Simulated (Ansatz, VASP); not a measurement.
**One calculation of BN, two programs**

```xyz
4
Lattice="2.4818 0.0000 0.0000 -1.2409 2.1493 0.0000 0.0000 0.0000 6.6440" Properties=species:S:1:pos:R:3 pbc="T T T"
B     0.0000    1.4329    1.6610
B     1.2409    0.7164    4.9830
N     0.0000    1.4329    4.9830
N     1.2409    0.7164    1.6610
```

Alike in both runs: task single point; functional PBEsol; k mesh 12 × 12 × 4; occupations gaussian, width 0.05 eV; no spin polarisation.

|  | VASP | Ansatz |
| --- | --- | --- |
| version | VASP 6.6.1 | Ansatz 0.2.0 |
| potentials or method | VASP PAW PBE potentials, release 64 (B, N) | scalar-relativistic, plane waves, PAW |
| plane-wave cutoff (eV) | 520 | 520 |
| valence electrons in the cell | 16 | 16 |

```tsv
	VASP	Ansatz	Ansatz less VASP
gap on the k mesh at the Fermi level (eV)	4.21	4.22	+0.007
least direct gap on the mesh (eV)	4.65	4.65	+0.004
pressure (GPa)	7.5	7.0	-0.47
largest component of the traceless stress (GPa)	6.66	6.03	-0.635
```

Ansatz warned: «pseudo_functional_mismatch».

Caveats: the PAW data sets were made with another functional, which shifts forces and pressure a little (VASP); this functional lacks dispersion, which binds the layers, so the pressure and a relaxed spacing across them are unreliable. A k mesh can miss the band edges.
